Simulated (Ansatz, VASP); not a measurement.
## Al26RuN27 (Ru_Al) in two plane-wave programs

Wanted: the spread between two codes on one cell, functional and k mesh. The cell is taken from a series of runs on this material, whose earlier steps may have relaxed, scaled, displaced or heated it; both programs get it as it stands.

Main program and level: Ansatz 0.2.0; plane waves, with VASP 6.6.1 beside it; single point at r2SCAN.

## 1. Set-up

The cell holds 54 atoms: 26 Al, 27 N and 1 Ru. Cell: a = 9.269 Å, b = 9.269 Å, c = 9.269 Å, α = 60.0°, β = 60.0°, γ = 60.0°. It derives from AlN (AlN (F-43m)). Nearest the centre at fractional (0.333, 0.667, 0.667): Ru54 at 0.16 Å, N41 at 1.97 Å, N44 at 1.97 Å, N35 at 1.98 Å, N43 at 1.99 Å, Al26 at 3.09 Å, Al16 at 3.10 Å, Al12 at 3.11 Å. The cell carries charge +1.

Structure file:

```xyz
54
Lattice="0.0000 6.5542 6.5542 6.5542 0.0000 6.5542 6.5542 6.5542 0.0000" Properties=species:S:1:pos:R:3 pbc="T T T"
Al    6.5597   13.1017    6.5609
Al    2.1829    8.7234    6.5584
Al    4.4153   10.8800    6.6023
Al    8.7370   13.0993    8.7367
Al    4.3661    2.1816    2.1943
Al    6.5598   10.9133    8.7471
Al    4.4151    6.5902   10.8933
Al    6.5596    8.7341   10.9275
Al    8.7092   10.8850   10.8982
Al    6.5443    8.7227    2.1821
Al    2.2042    4.3404    2.2226
Al    4.3777    6.5396    2.2024
Al    2.2033    2.2078    4.3552
Al    4.3624    4.3592    4.3730
Al    6.5222    6.5102    4.3445
Al    4.3767    2.1886    6.5540
Al    6.5216    4.3309    6.5237
Al    6.5585   10.9205    4.3797
Al    2.1854    6.5474    4.3798
Al    4.3655    8.7215    4.3702
Al    8.7396   10.9204    6.5609
Al    4.3624    6.5446    6.5579
Al    6.5321    8.7658    6.5954
Al   10.9194   10.9113    8.7352
Al    6.5306    6.5839    8.7802
Al    8.7468    8.7348    8.7482
N     1.0954    1.0881    1.1013
N     3.2742    3.2776    1.1023
N     5.4711    5.4539    1.1058
N     3.2743    1.0897    3.2902
N     5.4641    3.2721    3.2856
N     7.6533    5.4545    3.2793
N     5.4709    1.0928    5.4680
N     7.6535    3.2665    5.4685
N     9.9016    5.4108    5.4226
N     1.0834    3.2688    3.2825
N     3.2747    5.4545    3.2843
N     5.4634    7.6370    3.2853
N     3.2747    3.2705    5.4684
N     5.4501    5.4518    5.4655
N     7.5795    7.6744    5.4238
N     5.4632    3.2720    7.6509
N     7.5791    5.4114    7.6902
N     9.8953    7.6773    7.6924
N     1.0939    5.4563    5.4698
N     3.2806    7.6423    5.4715
N     5.4648    9.8235    5.4655
N     3.2806    5.4583    7.6557
N     5.4623    7.6453    7.6581
N     7.6550    9.8253    7.6596
N     5.4647    5.4526    9.8372
N     7.6549    7.6467    9.8394
N     9.8382    9.8264    9.8399
Ru    8.6756    6.4376    6.4564
```

## 2. Ansatz: single point, r2SCAN

Ansatz runs on its PAW soft_1 files.

A single point gives forces, pressure and levels at one fixed geometry, so differences don't come from the geometry; what else differs is listed under the comparison.

The input, input.yaml:

```yaml
crystal:
  checkpoint: "../qp1_M2.relax.run"
  host: checkpoint
total_charge: 1
basis:
  ecutwfc: 500
  xc_grid: 2
hamiltonian:
  xc: r2scan
  pseudopotentials: { kind: paw, azcp: { folder: soft_1 } }
kpoints:
  mp_grid: { grid: [2, 2, 2], shift: [0.5, 0.5, 0.5] }
magnetization:
  spin_polarized: true
  initial_magnetization: 2
  spin_locking: { lock_magnetization: hard }
scf:
  occupations: { method: fermi_dirac, width: 0.01 }
  max_iter: 100
output:
  forces: true
  eigenvalues: true
  charged_corrections:
    epsilon: 4.64
    static_epsilon: 8.51
    defect_position: [0.333333, 0.666667, 0.666667]
  eigenstates: { localisation: true }
  populations: true
  efg: {}
  band_densities: [{ bands: [v1, v1] }, { bands: [c1, c1] }]
  write_density: true
  write_potential: true
  volumetric_format: npy
  elf: true
checkpoint:
  read: "../qp1_M2.relax.run"
  write: "../qp1_M2.point.run"
  compress: false
  write_wavefunctions: false
  write_every: 100000
```

The run is started by

```sh
> ansatz run input.yaml --threads 4 --pin off --max-ram 7536MiB --backend cpu --events-out ev --progress --plain --runs-dir out
```

Numbers of over 12 decimals in the logs are rounded to 6 here.

The program printed:

```text
Warning: This run holds its total moment fixed (magnetization.spin_locking.lock_magnetization: hard) and mixes its density by anderson or broyden (scf.mixing.algorithm, typed or taken by auto). Slabs with a fixed moment have converged under broyden above another state at the same moment, at the default mixing steps and at smaller ones, and under scf.lower_state_search: standard, light or off a state that such a mixer [...]
crystal.checkpoint: the structure is that of <dir>, a `relax` run, at its step 12: its result, under r2scan at a charge of 1 e; 54 atoms read, 1 with a starting moment; crystal.structure_sha256 for this input is
Ru: output.efg is read without spin–orbit coupling, which moves field gradients at and beside such atoms by some per cent and up to a factor of two; PAW files take it under magnetization.noncollinear and magnetization.spin_orbit
Engine: ansatz 0.2.0, aarch64-unknown-linux-gnu
Pseudopotentials: kind: paw
Pseudopotential: Al, paw, valence charge 3, recommended cutoff 500 eV (meta_gga), soft_1/Al.paw.azcp
Pseudopotential: N, paw, valence charge 5, recommended cutoff 500 eV (meta_gga), soft_1/N.paw.azcp
Pseudopotential: Ru, paw, valence charge 16, recommended cutoff 500 eV (meta_gga), soft_1/Ru.paw.azcp
Functional definition: r2SCAN
  parameter k0 = 0.174
  parameter k1 = 0.065
  parameter a1 = 4.9479
  exchange = r2scan_x(k0 = k0, k1 = k1, a1 = a1)
  correlation = r2scan_c
Crystal: 54 atoms, lattice volume = 563.102 Å³
Basis set: ecut = 500 eV, 14331 PW (Γ), exchange–correlation on 144×144×144 points (8 copies of the dense FFT grid, shifted against one another)
Bands: 169, of which v1, the nominal top of the filled ones, is band 114 counted from 1 (113 counted from 0)
Symmetry: 1 space group operations
Space group: P1 (ITA 1), of the structure as read, at distance tolerance 8.3e-5 Å
Magnetic group: BNS 1.1 (UNI 1), of the structure as read, at distance tolerance 8.3e-5 Å
k-points: 4 of 8 (time reversal used)
Non-local potential: Al, projectors of the file, l = 0: 2, l = 1: 2, l = 2: 1
Non-local potential: N, projectors of the file, l = 0: 2, l = 1: 2, l = 2: 1
Non-local potential: Ru, projectors of the file, l = 0: 3, l = 1: 2, l = 2: 2, l = 3: 1
PAW form: soft (Blöchl's): semilocal exchange-correlation on the pseudo side does not see the compensation charge
PAW frozen core: Al, regenerated for the run's functional (the file was generated under x = pbe(κ = 0.804, μ = 0.219515), c = pbe(β = 0.066725))
PAW frozen core: N, regenerated for the run's functional (the file was generated under x = pbe(κ = 0.804, μ = 0.219515), c = pbe(β = 0.066725))
PAW frozen core: Ru, regenerated for the run's functional (the file was generated under x = pbe(κ = 0.804, μ = 0.219515), c = pbe(β = 0.066725))
PAW one-centre angular grid: Al, 302 points (default); XC on 160 Gauss nodes
PAW one-centre angular grid: N, 302 points (default); XC on 160 Gauss nodes
PAW one-centre angular grid: Ru, 590 points (default); XC on 160 Gauss nodes
Initial density: read from a saved state, or passed on in memory by an earlier SCF of this step, an earlier step, the calling program or the single point that the run made first
Stability of the state it starts from, as read at its close in the collinear treatment: not read, because the mixer in use, unlike msr1, does not test its closes by its own steps (another_mixer); its run was given moments
Starting moments: Σ|m| = 2 μB on 1 of 54 sites; this step starts from the density that it was given
Initial wavefunctions: pseudopotential atomic-orbital guess — the wavefunctions supplied were not used: k-point sampling differs
Functional: x = r2scan, c = r2scan; τ floored in thin density (d = 2e-4 eV/Å³)
iter 1 solved again at ethr=3.07e-5 eV; its pass at ethr=3.10e-3 eV (dr2=6.99e-2 eV) is discarded
SCF iter   1: F=—  HF=-30420.238771 eV  |F-HF|=—  |Δ(HF+E_count)|=         —  Δρ=1.93e-3 (↑1.93e-3 ↓1.89e-3)  dr2=7.36e-2  dr2_τ=1.47e-3  dr2_m=4.10e-4  M=2.000 μB ∫|m|=2.211 μB  β_m=1.20  ethr=3.07e-5  ⟨swp⟩=11.4  Hψ=10212  notcnv=0
preconditioner: auto → Resta (q_TF=auto, 2.347 Å⁻¹)  ε∞=3.8  [insulator: Δε(μ)=0.383 eV  Ē_g=13.908 eV  σ=0.010 eV  W_gap=1.00  n_scr=112 (ndim 8)  ℏωp=23.2 eV  f_vac=0.000  D(μ)=0.00/eV (n_scr^D=0)  ε∞_Penn≈3.8]
spin=Collinear: Resta preconditioning applied to the charge; magnetization (m = ρ↑ − ρ↓) channel mixes plain (no charge-response kernel on spin).
[...]
no potential alignment in this run, which stands beside a crystal: run the host's input off ansatz write-host-input, and read the two finished runs by ansatz place-levels (neither reads a slab, a wire or a sheet, whose cell leaves a vacuum)
--- Band table (eV; the first three rows and the last of 8) ---
  k-point 0 ↑: bands = [... 110 lower, 6.9743, 6.9766, 7.4078, 7.9857, 8.9477, 9.7357, 9.7927, 12.1901, ... 51 higher]
  k-point 1 ↑: bands = [... 110 lower, 6.8019, 6.9068, 7.4593, 8.0015, 8.9743, 9.3941, 9.6795, 11.6882, ... 51 higher]
  k-point 2 ↑: bands = [... 110 lower, 6.8018, 6.9071, 7.4655, 7.9980, 8.9750, 9.3971, 9.6781, 11.6876, ... 51 higher]
  k-point 3 ↓: bands = [... 110 lower, 6.8148, 6.9162, 8.5191, 9.0127, 9.7735, 10.0379, 10.3853, 11.7896, ... 51 higher]
--- Löwdin populations: 54 sites ---
  site symbol       q [e]    m [muB]
     0     Al      1.8756    -0.0004
     1      N      6.0406     0.0002
     2     Al      1.8747     0.0005
     3      N      6.0420    -0.0002
     4     Al      1.8932     0.0035
     5      N      6.0418     0.0034
     6     Al      1.8747     0.0005
     7      N      6.0419    -0.0000
     8     Al      1.8822    -0.0000
     9      N      6.0358     0.0003
    10     Al      1.8807     0.0008
    11      N      6.0449     0.0100
    12     Al      1.8934     0.0033
    13      N      6.0418     0.0033
    14     Al      1.8807     0.0008
    15      N      6.0449     0.0101
    16     Al      1.8905     0.0239
    17      N      5.8178     0.1030
    18     Al      1.8717    -0.0007
    19      N      6.0344     0.0014
    20     Al      1.8892     0.0063
    21      N      6.0421     0.0019
    22     Al      1.8956     0.0028
    23      N      6.0440     0.0163
[...]
46     Al      1.8931     0.0028
    47      N      6.0427    -0.0001
    48     Al      1.8718    -0.0006
    49      N      6.0347    -0.0028
    50     Al      1.8933     0.0027
    51      N      6.0427    -0.0000
    52     Al      1.8932     0.0041
    53      N      6.0401     0.0202
  spilling = 0.007621 (of n_electrons = 228.000000)
--- Band densities, each state counted as filled ---
  window                                       electrons  max residual (eV)  cut levels
  bands: [v1, v1]                    1.000000 + 1.000000             9.6e-5           0
  bands: [c1, c1]                    1.000000 + 1.000000             9.0e-5           0
```

## 3. VASP: single point, r2SCAN

The same cell, functional, mesh and smearing now go to VASP, with its own data sets.

Lines of VASP's logs that name or quote its potential files are left out, and so is its time.

The input, INCAR:

```
SYSTEM = Al26RuN27
PREC = Accurate
ENCUT = 580
EDIFF = 1E-06
NELM = 200
ISMEAR = -1
SIGMA = 0.01
LREAL = Auto
ALGO = Normal
METAGGA = R2SCAN
LASPH = .TRUE.
NELECT = 226
NBANDS = 152
ISPIN = 2
MAGMOM = 0 0 0 0 0 0 0 0 0.01 -0 0 0 0 0 0 0 0 0 0 -0 0 0 0 -0 0 0 0 -0 0 -0 0 0.01 0 0.01 0.08 0 0 0.01 0 0.01 0.04 0.01 0.04 0.16 -0 0 -0 0 0 -0 -0 -0 0.01 0.89
LMAXMIX = 4
LORBIT = 11
LWAVE = .FALSE.
LCHARG = .FALSE.
ISIF = 2
ISYM = 0
NUPDOWN = 2
GGA_COMPAT = .FALSE.
LMIXTAU = .TRUE.
KPAR = 4
```

The input, POSCAR:

```
Al26RuN27
1.0
    0.0000000000      6.5541898631      6.5541898631
    6.5541898631      0.0000000000      6.5541898631
    6.5541898631      6.5541898631      0.0000000000
Al N Ru
26 27 1
Direct
    0.9995814848      0.0014496931      0.9993949967
    0.9992748612      0.0013685299      0.3316839835
    0.9968465947      0.0104976207      0.6631636542
    0.9992885659      0.3337083150      0.9993273717
    0.0007551162      0.3340456206      0.3321053547
    0.9994090102      0.3351729270      0.6656764021
    0.9969558825      0.6650788413      0.0085440941
    0.9995099951      0.6677369887      0.3330835761
    0.9973782767      0.6654065498      0.6633937974
    0.3326485035      0.0002874048      0.9982107720
    0.3325185999      0.0065875650      0.3297105465
    0.3329394345      0.0030829631      0.6648358092
    0.3325893000      0.3319029535      0.0042678875
    0.3333508252      0.3338534208      0.3317431925
    0.3305159467      0.3323450523      0.6627719464
    0.3330581017      0.6669108745      0.0008612168
    0.3305493426      0.6647927635      0.3302346420
    0.6668826802      0.0013465735      0.9993044429
    0.6668818028      0.0013548963      0.3320860374
    0.6656990873      0.0010819869      0.6649769546
    0.6668745429      0.3341451296      0.9992930189
    0.6667634951      0.3338031187      0.3317804740
    0.6735424887      0.3327402540      0.6638862022
    0.6657646276      0.6669971394      0.9990194491
    0.6738883943      0.6657483681      0.3306503024
    0.6664623020      0.6682853271      0.6662454904
    0.0834576612      0.0845742122      0.0825551980
    0.0843476474      0.0838336118      0.4157286760
    0.0830475512      0.0856649717      0.7490796543
    0.0843448895      0.4176477093      0.0819191411
    0.0834282624      0.4178702523      0.4158103446
    0.0824310892      0.4179125391      0.7497902863
    0.0831506122      0.7511290225      0.0835832453
    0.0825077138      0.7518431172      0.4158818886
    0.0710893576      0.7562655923      0.7544581168
    0.4171335156      0.0836891163      0.0816058440
    0.4168419535      0.0842574337      0.4153808356
    0.4164448895      0.0848080706      0.7487633495
    0.4168473963      0.4174833023      0.0821437908
    0.4170786385      0.4168115411      0.4147302551
    0.4210044754      0.4065300554      0.7499094112
    0.4164996087      0.7508270982      0.0827155153
    0.4212871293      0.7520318924      0.4043486786
    0.4176286055      0.7560358738      0.7537247231
    0.7500674558      0.0844782430      0.0824285584
    0.7501538097      0.0846608294      0.4158673696
    0.7494603248      0.0844312726      0.7493574610
    0.7501590668      0.4178986623      0.0826294997
    0.7507497940      0.4176718580      0.4157329462
    0.7498945873      0.4187691209      0.7491885121
    0.7495243008      0.7513734783      0.0824007758
    0.7499919567      0.7512435498      0.4166899503
    0.7497483405      0.7515596789      0.7494995065
    0.3218112924      0.6632664986      0.6604024930
```

The input, KPOINTS:

```
Points of the shifted mesh
8
Reciprocal
 0.2500000000  0.2500000000  0.2500000000 1
 0.2500000000  0.2500000000  0.7500000000 1
 0.2500000000  0.7500000000  0.2500000000 1
 0.2500000000  0.7500000000  0.7500000000 1
 0.7500000000  0.2500000000  0.2500000000 1
 0.7500000000  0.2500000000  0.7500000000 1
 0.7500000000  0.7500000000  0.2500000000 1
 0.7500000000  0.7500000000  0.7500000000 1
```

Potentials, in the order of the species: Al, N and Ru_pv (PBE family, release 64).

The run is started by

```sh
> mpirun -np 8 vasp_std
```

The program printed:

```text
[banner, memory and clock lines left out]
running    8 mpi-ranks, on    1 nodes
[...]
|                                                                             |
|           W    W    AA    RRRRR   N    N  II  N    N   GGGG   !!!           |
|           W    W   A  A   R    R  NN   N  II  NN   N  G    G  !!!           |
|           W    W  A    A  R    R  N N  N  II  N N  N  G       !!!           |
|           W WW W  AAAAAA  RRRRR   N  N N  II  N  N N  G  GGG   !            |
|           WW  WW  A    A  R   R   N   NN  II  N   NN  G    G                |
|           W    W  A    A  R    R  N    N  II  N    N   GGGG   !!!           |
|                                                                             |
|     For optimal performance we recommend to set                             |
|       NCORE = 2 up to number-of-cores-per-socket                            |
|     NCORE specifies how many cores store one orbital (NPAR=cpu/NCORE).      |
|     This setting can greatly improve the performance of VASP for DFT.       |
[...]
DAV:   5    -0.661421246005E+03   -0.41287E-01   -0.41253E-01  5992   0.173E+00BRMIX: very serious problems
 the old and the new charge density differ
 old charge density:   227.00000 new  226.00000
BRMIX: very serious problems
 the old and the new charge density differ
 old charge density:   227.00000 new  226.00000
BRMIX: very serious problems
 the old and the new charge density differ
 old charge density:   227.00000 new  226.00000
BRMIX: very serious problems
 the old and the new charge density differ
 old charge density:   227.00000 new  226.00000
    0.568E+01
DAV:   6    -0.559566546048E+03    0.10185E+03   -0.27200E+02  5504   0.436E+01    0.424E+01
DAV:   7    -0.537849031172E+03    0.21718E+02   -0.60711E+01  5280   0.313E+01    0.213E+01
DAV:   8    -0.537339229720E+03    0.50980E+00   -0.78809E+00  5360   0.882E+00    0.107E+01
DAV:   9    -0.537268541773E+03    0.70688E-01   -0.13757E+00  5872   0.401E+00    0.569E+00
[...]
DAV:  19    -0.537322436446E+03   -0.25677E-05   -0.57678E-06  5160   0.799E-03    0.117E-02
DAV:  20    -0.537322434606E+03    0.18403E-05   -0.27404E-06  4288   0.585E-03    0.642E-03
DAV:  21    -0.537322434893E+03   -0.28689E-06   -0.14289E-06  3368   0.405E-03
   1 F= -.53732243E+03 E0= -.53732243E+03  d E =-.160274E-08  mag=     2.0000
```

Parts of OUTCAR (step 3):

```text
  FREE ENERGIE OF THE ION-ELECTRON SYSTEM (eV)
  ---------------------------------------------------
  free  energy   TOTEN  =      -537.3224348927 eV

  energy  without entropy=     -537.3224348911  energy(sigma->0) =     -537.32243489

 magnetization (x)
# of ion       s       p       d       tot
------------------------------------------
    1        0.000  -0.000   0.000   0.000
    2        0.000   0.000   0.000   0.000
    3        0.001   0.002   0.000   0.003
    4        0.000   0.000   0.000   0.000
    5        0.000   0.000   0.000   0.000
    6        0.000   0.000   0.000   0.000
    7        0.001   0.002   0.000   0.002
    8        0.000   0.000   0.000   0.000
    9        0.003   0.006   0.000   0.009
   10       -0.000  -0.000   0.000  -0.000
   11        0.002   0.004   0.000   0.006
   12       -0.001   0.000   0.000  -0.000
   13        0.002   0.004   0.000   0.006
[...]
--------------------------------------------------
tot          0.061   0.389   1.208   1.658
```

The cell holds one magnetic atom, so no antiferromagnetic order fits into it. The cell is charged against a uniform background.

The run ends at a pressure of -1.32 GPa, with forces up to 0.17 eV/Å.

## 4. Differences

Known differences besides the potentials themselves: VASP starts from the moments at which Ansatz ended; VASP keeps PBE cores, Ansatz makes them for the functional; the cutoff is 500 eV in Ansatz and 580 eV in VASP (PREC = Accurate, projectors in real space); site moments are counted in spheres of each program's own size. Total energies have different zeros and are not compared.

Both answers:

| quantity | Ansatz | VASP | difference |
| --- | --- | --- | --- |
| total moment, fixed by the input (μB) | 2.00 | 2.00 | 0.00 |
| moment on Ru54 (μB) | 0.89 | 1.26 | -0.37 |
| moment on N44 (μB) | 0.17 | 0.16 | +0.01 |
| moment on N35 (μB) | 0.08 | 0.07 | +0.01 |

Forces on 7 of the 54 atoms, those with the largest forces and the largest differences (eV/Å; atoms numbered as in POSCAR):

| atom | Ansatz x, y, z | VASP x, y, z |
| --- | --- | --- |
| Al20 | 0.079, 0.069, 0.082 | 0.068, 0.075, 0.080 |
| Al24 | 0.079, 0.084, 0.070 | 0.077, 0.079, 0.078 |
| N35 | -0.201, 0.075, 0.068 | -0.170, -0.003, -0.009 |
| N41 | -0.026, -0.156, 0.080 | -0.020, -0.133, 0.047 |
| N43 | -0.029, 0.085, -0.158 | -0.027, 0.046, -0.129 |
| N44 | -0.047, -0.078, -0.078 | -0.069, -0.048, -0.046 |
| Ru54 | 0.146, -0.002, 0.002 | 0.115, 0.068, 0.055 |

The forces differ by 14 meV/Å r.m.s., which is 29.3 % of the r.m.s. force of 0.047 eV/Å (both taken over all components). The cell carries a charge of +1 e against a uniform background, so its pressure also hangs on how the neutralising background is counted, and in a defect's cell a gap may be the spacing between its levels.

## 5. Summary of results

| Item | Value |
| --- | --- |
| r.m.s. force difference (single point, r2SCAN) | 14 meV/Å |

The r.m.s. force difference is 14 meV/Å (single point, r2SCAN), beyond the 12 meV/Å picked in this series as the mark of a large difference. The data sets hold unlike numbers of valence electrons (228 in Ansatz and 226 in VASP), so part of the differences comes from the potentials. What causes the difference of the single point, r2SCAN pair stays open here. How closely two codes agree says nothing of how well the functional describes the real material.

[Lines on the potential files, build, host, timing and source positions are cut from VASP's logs without a mark.]

[Logs are printed without paths, hosts, clocks, repeated set-up lines and the standing remarks that a program may print on its own settings, such as how far it seeks lower states.]

[Hosts, paths, dates, database ids (printed as entryN), source tags and the programs' standing remarks are cut or masked in the printed files.]
